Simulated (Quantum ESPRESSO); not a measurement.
# HfC under changes of volume

One of the cells (12.568 Å³/atom); the others are scaled copies at fixed shape and fractional positions:

```xyz
2
Lattice="0.0000 2.3250 2.3250 2.3250 0.0000 2.3250 2.3250 2.3250 0.0000" Properties=species:S:1:pos:R:3 pbc="T T T"
Hf    2.3250    2.3250    2.3250
C     0.0000    0.0000    0.0000
```

```yaml
Program: Quantum ESPRESSO 7.5
Functional: LDA
Potentials_or_basis: GBRV 1.5 LDA
Cutoff: 612 eV
Density_cutoff: 4898 eV
k_mesh: 10 × 10 × 10
Occupations: fermi-dirac, width 0.05 eV
Spin: no spin polarisation
```

| volume (Å³/atom) | energy over the lowest point (meV/atom) | pressure (GPa) |
| --- | --- | --- |
| 11.814 | 2.26 | 3.9 |
| 12.065 | 0.00 | -1.8 |
| 12.317 | 6.19 | -6.9 |
| 12.568 | 20.12 | -11.5 |
| 12.819 | ? | ? |
| 13.071 | 67.88 | -19.4 |
| 13.322 | 100.46 | -22.8 |

Problem. What does the run at 12.819 Å³/atom give?

Solution. Energy over the lowest point 40.86 meV/atom; pressure -15.7 GPa.

Worked out: A Birch-Murnaghan fit of order 3 (a polynomial in V^(-2/3)) to the other rows has its minimum at 12.00 Å³/atom with B0 = V·E''(V) = 265 GPa and B' = 4.0. It gives 40.83 meV/atom at 12.819 Å³/atom, against the run's 40.86, and -dE/dV = -15.3 GPa, against -15.7.

Energies are extrapolated to zero smearing.
